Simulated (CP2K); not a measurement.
The system is CdSe (Cadmoselite).

```
Cd Se
1.0
     4.30000    0.00000    0.00000
    -2.15000    3.72391    0.00000
     0.00000    0.00000    7.02000
Cd Se
2 2
Cartesian
  2.1500 1.2413 3.5100
  0.0000 2.4826 0.0000
  2.1500 1.2413 6.2127
  0.0000 2.4826 2.7027
```

Base run:

- Program: CP2K 2026.2
- Functional: PBEsol
- Potentials or basis: POTENTIAL_UZH Cd GTH-PBE-q12, Se GTH-PBE-q6; TZVP-MOLOPT-PBE-GTH basis
- Density cutoff: 6123 eV
- k mesh: 7 × 7 × 4
- Occupations: fermi-dirac, width 0.01 eV
- Spin: no spin polarisation

Its results: band gap on the k mesh 0.54 eV, direct; pressure 1.3 GPa; largest force 0.303 eV/Å.

Question: The run is repeated on the same cell with these changes: functional from PBEsol to PBE; occupations from fermi-dirac, width 0.01 eV to fermi-dirac, width 0.0259 eV. What comes out?

Answer: Band gap on the k mesh 0.70 eV, direct; pressure 3.6 GPa; largest force 0.309 eV/Å.

Caveats: the basis of atomic orbitals isn't converged, which shifts pressures, moduli and gaps; the potentials were made for another functional, which shifts forces and pressure (some runs).

Not every run made on this cell is shown here.
